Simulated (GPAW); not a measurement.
The system is InPd.

```
In Pd
1.0
     3.27188    0.00000    0.00000
     0.00000    3.27188    0.00000
     0.00000    0.00000    3.27188
In Pd
1 1
Direct
  0.00000 0.00000 0.00000
  0.50000 0.50000 0.50000
```

The cell comes from a database or a generator and needn't be the stable form of this composition.

Base run:

```yaml
Program: GPAW 26.7.0
Functional: AM05
Potentials_or_basis: PAW data sets generated in the run's folder for this functional
Cutoff: 600 eV
Basis: pw
k_mesh: 8 × 8 × 8
Occupations: fermi-dirac, width 0.05 eV
Spin: no spin polarisation
```

Its results: pressure -3.6 GPa.

Problem. The run is repeated on the same cell with these changes: functional from AM05 to PBEsol. What comes out?

Solution. Pressure -3.1 GPa.
